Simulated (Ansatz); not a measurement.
# MoS2 under changes of volume

One of the cells (18.982 Å³/atom); the others are scaled copies at fixed shape and fractional positions:

```xyz
3
Lattice="3.2275 0.0000 0.0000 -1.6137 2.7951 0.0000 0.0000 0.0000 6.3125" Properties=species:S:1:pos:R:3 pbc="T T T"
Mo    0.0000    0.0000    3.1562
S     1.6137    0.9317    4.7008
S     0.0000    1.8634    1.6117
```

Measurements of this composition are mostly on another form, of space group No. 194.

```yaml
Program: Ansatz 0.2.0
Functional: LDA
Potentials_or_basis: all-electron LAPW, scalar-relativistic
Cutoff: 238 eV (chosen from the basis error)
Basis_error_allowed: 0.002 eV/atom
k_mesh: 9 × 9 × 4
Occupations: fermi-dirac, width 0.05 eV
Spin: no spin polarisation
```

| volume (Å³/atom) | energy over the lowest point (meV/atom) | pressure (GPa) | largest force (eV/Å) |
| --- | --- | --- | --- |
| 17.843 | 2.69 | 2.8 | 0.898 |
| 18.222 | 0.00 | -0.4 | 0.521 |
| 18.602 | 4.60 | -3.3 | 0.172 |
| 18.982 | 15.71 | -5.9 | 0.151 |
| 19.361 | 32.64 | -8.3 | 0.451 |
| 19.741 | ? | ? | ? |
| 20.120 | 81.51 | -12.2 | 0.985 |

Question: What does the run at 19.741 Å³/atom give?

Answer: Energy over the lowest point 54.77 meV/atom; pressure -10.3 GPa; largest force 0.728 eV/Å.

Worked out: A Birch-Murnaghan fit of order 3 (a polynomial in V^(-2/3)) to the other rows has its minimum at 18.17 Å³/atom with B0 = V·E''(V) = 150 GPa and B' = 4.4 at fixed shape and positions, which overstates the stiffness. It gives 54.78 meV/atom at 19.741 Å³/atom, against the run's 54.77, and -dE/dV = -10.4 GPa, against -10.3.

Energies are extrapolated to zero smearing.
